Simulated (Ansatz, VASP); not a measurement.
## Two plane-wave programs on LiHF2

File INCAR:

```
PREC = Accurate
ENCUT = 520
EDIFF = 1E-6
ISMEAR = 0
SIGMA = 0.05
LREAL = False
LASPH = True
NELM = 60
ALGO = Normal
ISIF = 2
LWAVE = False
LCHARG = False
GGA = PS
NBANDS = 17
```

KPOINTS

```
Automatic mesh
0
Gamma
  9 9 9
```

File POSCAR:

```
LiHF2
1.0
    1.4669835874      0.8469633691      4.3666887241
   -1.4669835874      0.8469633691      4.3666887241
    0.0000000000     -1.6939267382      4.3666887241
Li H F
1 1 2
Direct
    0.0000000000      0.0000000000      0.0000000000
    0.5000000000      0.5000000000      0.5000000000
    0.4133018800      0.4133018800      0.4133018800
    0.5866981200      0.5866981200      0.5866981200
```

Input for Ansatz:

```yaml
crystal:
  lattice:
    - [1.4669835874, 0.8469633691, 4.3666887241]
    - [-1.4669835874, 0.8469633691, 4.3666887241]
    - [0.0, -1.6939267382, 4.3666887241]
  atoms:
    - { symbol: Li, position: [0.0, 0.0, 0.0] }
    - { symbol: H, position: [0.5, 0.5, 0.5] }
    - { symbol: F, position: [0.41330188, 0.41330188, 0.41330188] }
    - { symbol: F, position: [0.58669812, 0.58669812, 0.58669812] }
basis:
  ecutwfc: 420
kpoints:
  mp_grid: { grid: [9, 9, 9] }
hamiltonian:
  xc: pbesol
scf:
  occupations: { method: gaussian, width: 0.05 }
output:
  forces: true
  stress: true
  eigenvalues: true
```

The cell comes from a database or a generator and needn't be the stable form of this composition.

Alike in both runs: task single point; functional PBEsol; k mesh 9 × 9 × 9; occupations gaussian, width 0.05 eV; no spin polarisation.

|  | VASP | Ansatz |
| --- | --- | --- |
| version | VASP 6.6.1 | Ansatz 0.2.0 |
| potentials or method | VASP PAW PBE potentials, release 64 (Li_sv, H, F) | scalar-relativistic, plane waves, PAW |
| plane-wave cutoff (eV) | 520 | 420 |
| valence electrons in the cell | 18 | 18 |

VASP gave:

```
gap on the k mesh at the Fermi level (eV) : 8.28
least direct gap on the mesh (eV)         : 8.48
rms of the force components (eV/Å)        : 0.054
```

Which values does Ansatz return?

gap on the k mesh at the Fermi level (eV): 8.30; least direct gap on the mesh (eV): 8.50; rms of the force components (eV/Å): 0.030.

Atom by atom the forces differ by 0.024 eV/Å (rms over components).

Caveats: the PAW data sets were made with another functional, which shifts forces and pressure a little (VASP); an odd mesh through Γ misses points on the zone boundary, where band edges often lie. As with any semilocal functional, this PBEsol gap is likely too small.
